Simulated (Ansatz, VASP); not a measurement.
# Two plane-wave programs on GaAs

```xyz
2
Lattice="3.3287 0.0000 0.0000 0.0000 3.3287 0.0000 0.0000 0.0000 3.3287" Properties=species:S:1:pos:R:3 pbc="T T T"
Ga    0.0000    0.0000    0.0000
As    1.6643    1.6643    1.6643
```

The cell was built by a generator and needn't be a form met in nature.

Alike in both runs: task single point; functional r2SCAN; k mesh 6 × 6 × 6; occupations fermi-dirac, width 0.02 eV; no spin polarisation.

```csv
,VASP,Ansatz
version,VASP 6.6.1,Ansatz 0.2.0
potentials or method,"VASP PAW PBE potentials, release 64 (Ga_d, As)","plane waves, PAW"
plane-wave cutoff (eV),520,500
valence electrons in the cell,18,28
```

|  | VASP | Ansatz | Ansatz less VASP |
| --- | --- | --- | --- |
| pressure (GPa) | 0.4 | 0.4 | +0.04 |

The functional is the same, so the differences come from potentials, cutoffs and numerics. The two sets of potentials don't hold the same shells in valence.

Caveats: the PAW data sets were made with another functional, which shifts forces and pressure a little (VASP).
